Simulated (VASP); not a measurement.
Set up this calculation in VASP 6.6.1, as the native input.

```
Task                   : single point
Functional             : PBE
Dispersion             : D3(BJ)
Potentials or basis    : VASP PAW PBE potentials, release 64 (C, O, H)
Cutoff                 : 520 eV
k mesh                 : 1 × 1 × 1
Occupations            : fermi-dirac, width 0.02 eV
Spin                   : no spin polarisation
Dipole correction      : no
Further INCAR settings : LREAL = Auto; ALGO = Fast; EDIFF = 1e-06; NBANDS = 64
```

The structure of H6C2O lies in POSCAR:

```
H6C2O
1.0
    7.5290720000      0.0000000000      0.0000000000
    0.0000000000      7.5290720000      0.0000000000
    0.0000000000      0.0000000000      7.5290720000
C O H
8 4 24
Direct
    0.1706319185      0.7122657347      0.8594950347
    0.0888954177      0.8812507039      0.7808266411
    0.4705493585      0.4337187903      0.2026943028
    0.3808570299      0.5810144995      0.3098389815
    0.5459238536      0.2622235516      0.7419905136
    0.7204075084      0.3623288501      0.7600671105
    0.1853216439     -0.0021118140      0.2436820899
    0.0678038409      0.1492481411      0.3089889431
   -0.0712039943      0.8366502538      0.6886240429
    0.1878850408      0.5764853889      0.3131461620
    0.7180167755      0.5268245542      0.6551006552
   -0.0744713293      0.1988292847      0.1967971617
   -0.1757719942      0.8883432115      0.7401576184
    0.0631286299      0.9809841107      0.8855141776
    0.1785744644      0.9446449709      0.6807611881
    0.3039684041      0.7414459577      0.9210431246
    0.0859468471      0.6664167908      0.9673436514
    0.1980456556      0.6152418253      0.7528550663
    0.1477472921      0.6948665121      0.3105827650
    0.4307436561      0.5718633053      0.4464162383
    0.4163992588      0.7203676628      0.2686121211
    0.6119213630      0.4526719893      0.2366161461
    0.4369329979      0.2914170564      0.2447313560
    0.4650373911      0.4519282058      0.0595425306
    0.8307398309      0.5872835324      0.6703880638
    0.7585529797      0.3976187238      0.9032321646
    0.8288272446      0.2753725824      0.6983994840
    0.5521530409      0.1522896846      0.8376596744
    0.4372916078      0.3436545699      0.7908677192
    0.5072072627      0.2204654173      0.6045897821
   -0.0325936583      0.2721318112      0.1032398149
   -0.0067604613      0.0856015190      0.4201580221
    0.1271471438      0.2674034728      0.3544659953
    0.2953750475     -0.0451317241      0.3320595154
    0.0933714009     -0.1148215876      0.2016848823
    0.2849487958      0.0288348949      0.1353553267
```

The cell was built by a generator and needn't be a form met in nature.

These files were run (other wordings do the same):

INCAR

```
SYSTEM = H6C2O
PREC = Accurate ; ENCUT = 520
EDIFF = 1E-6 ; ISMEAR = -1
SIGMA = 0.02 ; LREAL = Auto
LASPH = .TRUE. ; NELM = 100
ALGO = Fast ; ISIF = 2
LWAVE = .FALSE. ; LCHARG = .FALSE.
GGA = PE ; IVDW = 12
NBANDS = 64
```

KPOINTS

```
regular mesh
0
G
  1 1 1
  0 0 0
```

Potentials or basis: VASP PAW PBE potentials, release 64 (C, O, H).

Run with:

```console
$ cat potpaw_PBE.64/C/POTCAR potpaw_PBE.64/O/POTCAR potpaw_PBE.64/H/POTCAR > POTCAR
$ mpirun -np 1 vasp_gam > vasp.out
```

Results of the run:

The pressure is -0.9 GPa. The largest force is 2.530 eV/Å. The band gap on the k mesh is 4.48 eV, direct and the dispersion energy per atom is -0.034 eV.

It took 44 s on 1 thread of Intel(R) Xeon(R) Platinum 8488C (Sapphire Rapids), with other jobs on the host, peak memory 0.41 GiB.
